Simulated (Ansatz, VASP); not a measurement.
**Be: VASP beside Ansatz**

File INCAR:

```
SYSTEM = Be
PREC     = Accurate       ! precision mode
ENCUT    = 520            ! plane-wave cutoff, eV
EDIFF    = 1E-6           ! SCF threshold, eV
ISMEAR   = -1             ! smearing method
SIGMA    = 1.0            ! smearing width, eV
LREAL    = .FALSE.        ! projectors in reciprocal space
LASPH    = .TRUE.         ! aspherical terms in the spheres
NELM     = 80             ! most SCF steps
ALGO     = Normal         ! electronic algorithm
ISIF     = 2              ! what is computed and relaxed
LWAVE    = .FALSE.        ! write WAVECAR
LCHARG   = .FALSE.        ! write CHGCAR
GGA      = CA             ! functional
NBANDS   = 9              ! bands
```

KPOINTS

```
regular mesh
0
G
  16 16 9
  0 0 0
```

The input POSCAR:

```
Be
1.0
    2.2295160349      0.0000000000      0.0000000000
   -1.1147580175      1.9308175243      0.0000000000
    0.0000000000      0.0000000000      3.5083258361
Be
2
Direct
    0.3333333333      0.6666666667      0.2500000000
    0.6666666667      0.3333333333      0.7500000000
```

Input for Ansatz:

```yaml
crystal:
  lattice:
    - [2.2295160349, 0.0, 0.0]
    - [-1.1147580175, 1.9308175243, 0.0]
    - [0.0, 0.0, 3.5083258361]
  atoms:
    - { symbol: Be, position: [0.3333333333, 0.6666666667, 0.25] }
    - { symbol: Be, position: [0.6666666667, 0.3333333333, 0.75] }
hamiltonian:
  xc: lda
  pseudopotentials:
    kind: paw
    azcp:
      Be: "pseudopotentials/Be.paw.azcp"
basis:
  ecutwfc: 420
  fft_grid_basis: typed
kpoints:
  mp_grid: { grid: [16, 16, 9], shift: [0, 0, 0] }
magnetization:
  spin_polarized: false
scf:
  occupations: { method: fermi_dirac, width: 1.0 }
  lower_state_search: "off"
output:
  stress: true
```

Alike in both runs: task single point; functional LDA; k mesh 16 × 16 × 9; occupations fermi-dirac, width 1 eV; no spin polarisation.

|  | VASP | Ansatz |
| --- | --- | --- |
| version | VASP 6.6.1 | Ansatz 0.2.0 |
| potentials or method | VASP PAW LDA potentials, release 64 (Be) | plane waves (420 eV) with PAW, scalar-relativistic |
| plane-wave cutoff (eV) | 520 | 420 |
| valence electrons in the cell | 4 | 4 |

|  | VASP | Ansatz | Ansatz less VASP |
| --- | --- | --- | --- |
| pressure (GPa) | 6.4 | 6.0 | -0.45 |
| largest component of the traceless stress (GPa) | 2.28 | 2.28 | +0.001 |

Ansatz warned: «pseudo_functional_mismatch».
